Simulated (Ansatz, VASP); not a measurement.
One calculation of Rb, two programs

```
Rb
1.0
     5.85258    0.00000    0.00000
     0.00000    4.73100    0.00000
     0.00000    0.00000   12.62281
Rb
4
Direct
  0.95300 0.75000 0.10700
  0.54700 0.25000 0.60700
  0.45300 0.75000 0.39300
  0.04700 0.25000 0.89300
```

Change from the starting cell: volume scaled by 1.06.

Alike in both runs: task single point; functional PBE; k mesh 5 × 6 × 3; occupations fermi-dirac, width 0.05 eV; no spin polarisation.

```csv
,VASP,Ansatz
version,VASP 6.6.1,Ansatz 0.2.0
potentials or method,"VASP PAW PBE potentials, release 64 (Rb_sv)",Ansatz PAW
plane-wave cutoff (eV),520,420
valence electrons in the cell,36,36
```

```csv
,VASP,Ansatz,Ansatz less VASP
gap on the k mesh at the Fermi level (eV),none,none,-
pressure (GPa),0.9,0.9,0.00
largest component of the traceless stress (GPa),1.43,1.43,-0.001
rms of the force components (eV/Å),0.409,0.409,-0.0006
```

Atom by atom the forces differ by 0.001 eV/Å (rms over components). A gap of «none» marks a metal or a gap that the smearing closes. With one functional, cell and mesh, what is left measures potentials, basis and numerics.
